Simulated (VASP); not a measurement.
# A vacancy on the Si site in SiNi3, part 5 of 5

Wanted: what a vacancy on the Si site costs in SiNi3 and how the lattice relaxes round it. The start is a cell from a database of measured crystal structures.

VASP 6.6.1, plane waves and PAW; the level of theory is named at each step.

Still holding for the runs below: The magnetic state follows from one typed start and may not be the lowest.

So far. Step 6 (Relaxing the defect): The start already met the threshold, so nothing moved, which says little where the restoring forces are soft. Step 6 (Relaxing the defect): The 12 first neighbours (Ni) lie 2.48 Å from the site in the perfect crystal and 2.48 Å on average after the relaxation (+0.0 %).

The database entry behind the starting cell differs from later determinations by our own check (an axis about 0.9 % long against later determinations), so it need not match the best structure at ambient conditions.

## 8. Defect, other settings: SIGMA = 0.1 and NBANDS = 158

This step: PBE, spin-polarised from a ferromagnetic start; plane waves and PAW (Ni, Si) (VASP 6.6.1).

The run is repeated with some settings moved, to see what they change.

INCAR reads:

```
SYSTEM = Si7Ni24
PREC = Normal
ENCUT = 300
EDIFF = 1E-05
NELM = 120
ISMEAR = 1
SIGMA = 0.1
LREAL = Auto
ALGO = Fast
GGA = PE
NBANDS = 158
ISPIN = 2
MAGMOM = 1 1 1 1 1 1 1 1 1 1 1 1 1 1 1 1 1 1 1 1 1 1 1 1 0 0 0 0 0 0 0
LASPH = .TRUE.
LMAXMIX = 4
LORBIT = 11
LWAVE = .FALSE.
LCHARG = .FALSE.
KPAR = 4
ISYM = 0
KSPACING = 0.2
```

POSCAR reads:

```
Si7Ni24
1.0
    7.0061870318      0.0000000000      0.0000000000
    0.0000000000      7.0061870318      0.0000000000
    0.0000000000      0.0000000000      7.0061870318
Ni Si
24 7
Direct
    0.2500000000      0.2500000000      0.0000000000
    0.2500000000      0.2500000000      0.5000000000
    0.2500000000      0.7500000000      0.0000000000
    0.2500000000      0.7500000000      0.5000000000
    0.7500000000      0.2500000000      0.0000000000
    0.7500000000      0.2500000000      0.5000000000
    0.7500000000      0.7500000000      0.0000000000
    0.7500000000      0.7500000000      0.5000000000
    0.2500000000      0.0000000000      0.2500000000
    0.2500000000      0.0000000000      0.7500000000
    0.2500000000      0.5000000000      0.2500000000
    0.2500000000      0.5000000000      0.7500000000
    0.7500000000      0.0000000000      0.2500000000
    0.7500000000      0.0000000000      0.7500000000
    0.7500000000      0.5000000000      0.2500000000
    0.7500000000      0.5000000000      0.7500000000
    0.0000000000      0.2500000000      0.2500000000
    0.0000000000      0.2500000000      0.7500000000
    0.0000000000      0.7500000000      0.2500000000
    0.0000000000      0.7500000000      0.7500000000
    0.5000000000      0.2500000000      0.2500000000
    0.5000000000      0.2500000000      0.7500000000
    0.5000000000      0.7500000000      0.2500000000
    0.5000000000      0.7500000000      0.7500000000
    0.0000000000      0.0000000000      0.5000000000
    0.0000000000      0.5000000000      0.0000000000
    0.0000000000      0.5000000000      0.5000000000
    0.5000000000      0.0000000000      0.0000000000
    0.5000000000      0.0000000000      0.5000000000
    0.5000000000      0.5000000000      0.0000000000
    0.5000000000      0.5000000000      0.5000000000
```

KPOINTS reads:

```
Automatic mesh
0
Monkhorst-Pack
3 3 3
0 0 0
```

Potentials, in the order of the species: Ni and Si (PBE family, release 64).

Command:

```sh
$ mpirun -np 4 vasp_std
```

Output:

```text
[... set-up lines as in an earlier step ...]
 entering main loop
       N       E                     dE             d eps       ncg     rms          rms(c)
DAV:   1     0.174980779340E+04    0.17498E+04   -0.78476E+04  8864   0.150E+03
DAV:   2    -0.340628443225E+01   -0.17532E+04   -0.16943E+04  8848   0.385E+02
DAV:   3    -0.197934926887E+03   -0.19453E+03   -0.17295E+03  8872   0.150E+02
DAV:   4    -0.208307495682E+03   -0.10373E+02   -0.10030E+02 10360   0.339E+01
DAV:   5    -0.208659637149E+03   -0.35214E+00   -0.35122E+00 10504   0.602E+00    0.561E+01
RMM:   6    -0.204971751156E+03    0.36879E+01   -0.46977E+02  8995   0.996E+01    0.525E+01
RMM:   7    -0.181469832409E+03    0.23502E+02   -0.13021E+02  8854   0.588E+01    0.166E+01
RMM:   8    -0.192144798907E+03   -0.10675E+02   -0.25271E+01  9039   0.209E+01    0.387E+01
RMM:   9    -0.180523356736E+03    0.11621E+02   -0.13534E+01  8940   0.183E+01    0.294E+00
RMM:  10    -0.180641330640E+03   -0.11797E+00   -0.10818E+00  9180   0.271E+00    0.300E+00
RMM:  11    -0.180663093018E+03   -0.21762E-01   -0.41077E-01  9259   0.262E+00    0.295E+00
RMM:  12    -0.180635068981E+03    0.28024E-01   -0.13621E-01  9545   0.142E+00    0.141E+00
RMM:  13    -0.180632651108E+03    0.24179E-02   -0.57137E-02  9615   0.856E-01    0.105E+00
RMM:  14    -0.180635921803E+03   -0.32707E-02   -0.25565E-02  9416   0.573E-01    0.100E+00
RMM:  15    -0.180632447695E+03    0.34741E-02   -0.15480E-02  9227   0.519E-01    0.506E-01
RMM:  16    -0.180634699733E+03   -0.22520E-02   -0.85735E-03  9304   0.353E-01    0.570E-01
RMM:  17    -0.180633351944E+03    0.13478E-02   -0.52319E-03  9201   0.314E-01    0.213E-01
RMM:  18    -0.180633787022E+03   -0.43508E-03   -0.21879E-03  9722   0.162E-01    0.266E-01
RMM:  19    -0.180633669828E+03    0.11719E-03   -0.98851E-04  9616   0.116E-01    0.183E-01
RMM:  20    -0.180633728146E+03   -0.58318E-04   -0.42662E-04 11009   0.446E-02    0.183E-01
RMM:  21    -0.180633636385E+03    0.91761E-04   -0.57762E-05  7294   0.276E-02    0.188E-01
RMM:  22    -0.180633700282E+03   -0.63897E-04   -0.27948E-05  5608   0.189E-02    0.187E-01
RMM:  23    -0.180633854683E+03   -0.15440E-03   -0.85110E-05  8214   0.346E-02    0.177E-01
RMM:  24    -0.180634296099E+03   -0.44142E-03   -0.39830E-03 16908   0.228E-01    0.159E-01
RMM:  25    -0.180634946285E+03   -0.65019E-03   -0.61023E-04 13263   0.885E-02    0.127E-01
RMM:  26    -0.180635203113E+03   -0.25683E-03   -0.74863E-04 13532   0.894E-02    0.106E-01
RMM:  27    -0.180635386617E+03   -0.18350E-03   -0.13899E-04  9459   0.444E-02    0.880E-02
RMM:  28    -0.180635410547E+03   -0.23930E-04   -0.24847E-04 10457   0.543E-02    0.562E-02
RMM:  29    -0.180635444517E+03   -0.33970E-04   -0.71385E-05  8542   0.323E-02    0.434E-02
RMM:  30    -0.180635442452E+03    0.20653E-05   -0.29146E-05  5268   0.254E-02
   1 F= -.18063544E+03 E0= -.18062572E+03  d E =-.291705E-01  mag=     3.9701
```

It took 2.2 min on 4 MPI ranks of Intel Xeon 6975P-C (Granite Rapids), shared host; peak memory 2 GiB; 8.7 min of CPU time.

Parts of OUTCAR (step 8):

```text
   k-points           NKPTS =     14   k-points in BZ     NKDIM =     14   number of bands    NBANDS=    158

   NELECT =     268.0000    total number of electrons

 E-fermi :  10.0132

 spin component 1
 k-point     1 :       0.0000    0.0000    0.0000
  band No.  band energies     occupation
    ...
    136       9.9667      0.85017
    137       9.9667      0.84975
    138       9.9750      0.79858
    139       9.9750      0.79836
    140       9.9750      0.79819
    141      10.6505     -0.00000
    142      10.6506     -0.00000
    143      10.6506     -0.00000
    144      10.9687     -0.00000
    145      10.9687     -0.00000
    ...

 k-point     2 :       0.3333    0.0000    0.0000
  band No.  band energies     occupation
    ...
    132       9.6414      1.00000
    133       9.7083      1.00007
    134       9.7242      1.00017
    135       9.9617      0.87790
    136       9.9625      0.87391
    137      10.0170      0.46780
    138      10.0170      0.46777
    139      10.5046     -0.00000
    140      10.5047     -0.00000
    141      10.9638     -0.00000
    ...

  Total       -3.1158693     -3.1133213     -3.1162267     -0.0004747     -0.0018660      0.0034127
  in kB      -14.5159224    -14.5040520    -14.5175875     -0.0022117     -0.0086929      0.0158988
  external PRESSURE =     -14.5125206 kB  Pullay stress =       0.0000000 kB

 POSITION                                       TOTAL-FORCE (eV/Angst)
 -----------------------------------------------------------------------------------
      1.75155      1.75155      0.00000        -0.016030     -0.016004     -0.000031
      1.75155      1.75155      3.50309         0.011322      0.011348      0.000028
      1.75155      5.25464      0.00000        -0.015984      0.016043      0.000063
      1.75155      5.25464      3.50309         0.011419     -0.011363     -0.000067
      5.25464      1.75155      0.00000         0.016113     -0.016027     -0.000111
      5.25464      1.75155      3.50309        -0.011342      0.011444      0.000096
      5.25464      5.25464      0.00000         0.016066      0.016073     -0.000015
      5.25464      5.25464      3.50309        -0.011442     -0.011459      0.000002
      1.75155      0.00000      1.75155        -0.015961     -0.000028     -0.016046
      1.75155      0.00000      5.25464        -0.016104      0.000072      0.016002
      1.75155      3.50309      1.75155         0.011490      0.000034      0.011389
      1.75155      3.50309      5.25464         0.011283     -0.000064     -0.011385
      5.25464      0.00000      1.75155         0.015991     -0.000022     -0.016097
      5.25464      0.00000      5.25464         0.016111      0.000084      0.016025
      5.25464      3.50309      1.75155        -0.011501      0.000026      0.011398
      5.25464      3.50309      5.25464        -0.011289     -0.000073     -0.011392
      0.00000      1.75155      1.75155        -0.000072     -0.016046     -0.015959
      0.00000      1.75155      5.25464        -0.000159     -0.016102      0.016052
      0.00000      5.25464      1.75155        -0.000063      0.016011     -0.016080
      0.00000      5.25464      5.25464        -0.000144      0.016030      0.016137
      3.50309      1.75155      1.75155         0.000079      0.011395      0.011466
      3.50309      1.75155      5.25464         0.000151      0.011434     -0.011485
      3.50309      5.25464      1.75155         0.000076     -0.011414      0.011320
      3.50309      5.25464      5.25464         0.000143     -0.011430     -0.011316
[...]
-----------------------------------------------------------------------------------
    total drift:                                0.000169      0.000100      0.000105

  FREE ENERGIE OF THE ION-ELECTRON SYSTEM (eV)
  ---------------------------------------------------
  free  energy   TOTEN  =      -180.6354424516 eV

  energy  without entropy=     -180.6062719274  energy(sigma->0) =     -180.62571894

 magnetization (x)
# of ion       s       p       d       tot
------------------------------------------
    1       -0.003  -0.007   0.218   0.209
    2       -0.002  -0.007   0.154   0.144
    3       -0.003  -0.007   0.218   0.209
    4       -0.002  -0.007   0.153   0.144
    5       -0.003  -0.007   0.218   0.209
    6       -0.002  -0.007   0.153   0.144
    7       -0.003  -0.007   0.218   0.208
    8       -0.002  -0.007   0.153   0.144
    9       -0.003  -0.007   0.218   0.209
   10       -0.003  -0.007   0.218   0.209
   11       -0.002  -0.007   0.154   0.144
   12       -0.002  -0.007   0.154   0.144
   13       -0.003  -0.007   0.218   0.209
   14       -0.003  -0.007   0.218   0.209
   15       -0.002  -0.007   0.153   0.144
   16       -0.002  -0.007   0.153   0.144
   17       -0.003  -0.007   0.218   0.209
   18       -0.003  -0.007   0.218   0.209
   19       -0.003  -0.007   0.218   0.209
   20       -0.003  -0.007   0.218   0.209
   21       -0.002  -0.007   0.153   0.144
   22       -0.002  -0.007   0.154   0.144
   23       -0.002  -0.007   0.153   0.144
[...]
--------------------------------------------------
tot         -0.063  -0.221   4.458   4.175

[... 4 parts as in an earlier step ...]

[... 14 further parts left out ...]
```

This step gave:

```yaml
electronic_cycles: 30
free_energy_toten: -180.6354 eV
energy_at_zero_smearing: -180.6257 eV
moment_of_the_cell_from_the_last_line_of_the_log: 3.970 μB
```

Settings moved on purpose: SIGMA = 0.1 and NBANDS = 158.

This is a single point on the relaxed geometry, 0.8 meV an atom from the last step of the relaxation.

## 9. Results

| Quantity | Value |
| --- | --- |
| formation energy at charge 0 | 3.546 eV |
| host formation enthalpy | -0.457 eV/atom |

What this shows: A vacancy on the Si site costs 3.55 eV, with every exchanged atom at the energy of its element. The 12 first neighbours (Ni) lie 2.48 Å from the site in the perfect crystal and 2.48 Å on average after the relaxation (+0.0 %). With metallic smearing the value can move by tenths of an eV with the k mesh. The supercell of 32 atoms is small, so interactions between images remain.

[Lines on the potential files, build, host, timing and source positions are cut from VASP's logs without a mark.]

[Logs are printed without paths, hosts, clocks, repeated set-up lines and the standing remarks that a program may print on its own settings, such as how far it seeks lower states.]

[Hosts, paths, dates, database ids (printed as entryN), source tags and the programs' standing remarks are cut or masked in the printed files.]

[In band tables of VASP the shares of atoms and orbitals are scaled to a sum of 1 inside the atoms' spheres.]

[Runs that stopped without an error message from VASP are left out.]
